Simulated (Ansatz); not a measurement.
# Does relaxation matter for the field gradients of SiO₂?

Start: a structure deposited in the COD, taken as it stands.

```cif
data_SiO2
_symmetry_space_group_name_H-M 'P2_13'
_symmetry_Int_Tables_number 198
_cell_length_a 7.1600
_cell_length_b 7.1600
_cell_length_c 7.1600
_cell_angle_alpha 90.000
_cell_angle_beta 90.000
_cell_angle_gamma 90.000
loop_
_atom_site_label
_atom_site_type_symbol
_atom_site_symmetry_multiplicity
_atom_site_Wyckoff_symbol
_atom_site_fract_x
_atom_site_fract_y
_atom_site_fract_z
Si1 Si 4 a 0.2550 0.2550 0.2550
Si5 Si 4 a 0.9920 0.9920 0.9920
O9 O 4 a 0.1250 0.1250 0.1250
O13 O 12 b 0.6600 0.6600 0.0620
```

One atom of each set is listed.

All values are calculated (Ansatz; DFT, PBE, plane waves and PAW, scalar-relativistic, 420 eV cutoff, Γ-centred 4×4×4 k-points, Fermi–Dirac smearing 0.02 eV), not measured.

The largest force at the start is 3.5 eV/Å. Relaxing the ions at fixed cell moves them by 0.354 Å at most (atom 6, Si) and 0.272 Å rms. End positions:

Si1 (0.2807, 0.2807, 0.2807)
Si5 (0.0206, 0.0206, 0.0206)
O9 (0.1505, 0.1505, 0.1505)
O13 (0.6398, 0.6616, 0.0434)

| site | moved (Å) | first shell before | first shell after | V_zz before (10²¹ V/m²) | η before |
| --- | --- | --- | --- | --- | --- |
| Si1 | 0.319 | 4 O at 1.60–1.61 Å | 4 O at 1.61–1.62 Å | -1.82 | 0.00 |
| Si5 | 0.354 | 4 O at 1.65–1.67 Å | 4 O at 1.61–1.62 Å | 2.83 | 0.00 |
| O9 | 0.317 | 2 Si at 1.61–1.65 Å, angle 180° | 2 Si at 1.61 Å, angle 180° | 10.84 | 0.00 |
| O13 | 0.197 | 2 Si at 1.60–1.67 Å, angle 138° | 2 Si at 1.62 Å, angle 146° | 9.37 | 0.61 |

(1) What are V_zz and η after the relaxation?

Results:

(1) 

| site | V_zz after | η after | change of V_zz |
| --- | --- | --- | --- |
| Si1 | 0.40 | 0.00 | +2.22 |
| Si5 | -0.15 | 0.00 | -2.98 |
| O9 | 10.60 | 0.00 | -0.24 |
| O13 | 9.68 | 0.18 | +0.31 |

The largest change of V_zz is on Si5, from 2.83 to -0.15. The whole tensor moves most on O13, by 7.79 along its most changed direction. In per cent, |V_zz| changes by -2 to +3 on O (all sites that start above 0.5, bar those whose gradient vanishes or changes sign or whose main axis turns by over 40°). Where |V_zz| stays above 0.1, η moves most on O13, from 0.61 to 0.18. V_zz changes sign on Si5 (same axis), Si1 (same axis). Forces this large mark an entry whose positions are poorly determined or wrongly transcribed.

Before: The database positions are far from the calculated equilibrium, so these values describe the entry as written and may be far from the real compound's.
After: The database positions were far from equilibrium, so the relaxed structure may not be the compound's real one.
